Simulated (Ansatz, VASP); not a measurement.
MgS: VASP beside Ansatz

```
S Mg
1.0
     0.00000    2.87040    2.87040
     2.87040    0.00000    2.87040
     2.87040    2.87040    0.00000
S Mg
1 1
Cartesian
  1.4352 1.4352 1.4352
  0.0000 0.0000 0.0000
```

Change from the starting cell: volume scaled by 1.04.

Alike in both runs: task single point; functional LDA; k mesh 8 × 8 × 8; occupations fermi-dirac, width 0.05 eV; no spin polarisation.

|  | VASP | Ansatz |
| --- | --- | --- |
| version | VASP 6.6.1 | Ansatz 0.2.0 |
| potentials or method | VASP PAW LDA potentials, release 64 (S, Mg), cutoff 520 eV | all-electron LAPW, scalar-relativistic |

```tsv
	VASP	Ansatz	Ansatz less VASP
gap on the k mesh at the Fermi level (eV)	2.99	2.98	-0.008
least direct gap on the mesh (eV)	2.99	2.98	-0.008
pressure (GPa)	-4.4	-4.1	+0.35
```

Ansatz ran all-electron here, so the differences hold the error of VASP's frozen core and of both bases.
